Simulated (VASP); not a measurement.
Here is a VASP 6.6.1 calculation.

Contents of INCAR:

```
SYSTEM = Si5H12O3
PREC = Accurate
ENCUT = 400
EDIFF = 1E-7
ISMEAR = 0
SIGMA = 0.02
LREAL = .False.
LASPH = .True.
NELM = 80
ALGO = Normal
ISIF = 2
LWAVE = .False.
LCHARG = .False.
GGA = PE
NBANDS = 41
```

File KPOINTS:

```
Automatic mesh
0
Gamma
  1 1 1
  0 0 0
```

Contents of POSCAR:

```
Si5H12O3
1.0
   15.0000000000      0.0000000000      0.0000000000
    0.0000000000     15.0000000000      0.0000000000
    0.0000000000      0.0000000000     15.0000000000
Si O H
5 3 12
Direct
    0.4974781700      0.4965388300      0.5204854800
    0.4788416300      0.4707400600      0.6735447400
    0.6993295500      0.5015137400      0.4670442700
    0.4070942300      0.3476394000      0.4052511100
    0.4138339700      0.6787732800      0.4620226700
    0.5973481400      0.4653958700      0.4886363300
    0.4233974900      0.4401233600      0.4631391700
    0.4853081700      0.6028899600      0.4981128000
    0.3895098200      0.5034878800      0.7033245500
    0.5492382000      0.5184395300      0.7255977400
    0.4852297700      0.3732212400      0.6932779500
    0.7426385600      0.5337348800      0.5507345700
    0.7508916600      0.4250493500      0.4300959400
    0.6967969500      0.5756813300      0.4007116500
    0.4121125000      0.2683539200      0.4653072200
    0.3164609300      0.3532335300      0.3649318600
    0.4754650900      0.3388341300      0.3334538900
    0.3399824800      0.6902539400      0.5278429600
    0.4634337700      0.7643096600      0.4523132900
    0.3756089100      0.6517861000      0.3741717900
```

Potentials or basis: VASP PAW PBE potentials, release 64 (Si, O, H).

The run is started by

```console
$ cat potpaw_PBE.64/Si/POTCAR potpaw_PBE.64/O/POTCAR potpaw_PBE.64/H/POTCAR > POTCAR
$ mpirun -np 1 vasp_std > vasp.out
```

Question: What does it give for the largest force?

Answer: 0.038 eV/Å.

Question: What does it give for the gap between the frontier levels?

Answer: 5.58 eV.

Forces on the atoms (eV/Å):
```
Si   0.000 -0.007  0.037
Si  -0.004  0.000  0.005
Si   0.031 -0.002 -0.009
Si  -0.017 -0.023 -0.018
Si  -0.012  0.031 -0.007
O    0.011  0.007  0.002
O    0.001 -0.013  0.000
O   -0.012  0.005  0.001
H    0.007 -0.002 -0.002
H   -0.006 -0.003 -0.009
H    0.000  0.009 -0.006
H   -0.005 -0.004 -0.011
H   -0.003  0.011  0.004
H    0.001 -0.012  0.007
H    0.000  0.010 -0.007
H    0.011 -0.003  0.003
H   -0.011  0.003  0.008
H    0.008 -0.002 -0.008
H   -0.008 -0.009 -0.001
H    0.007  0.005  0.011
```
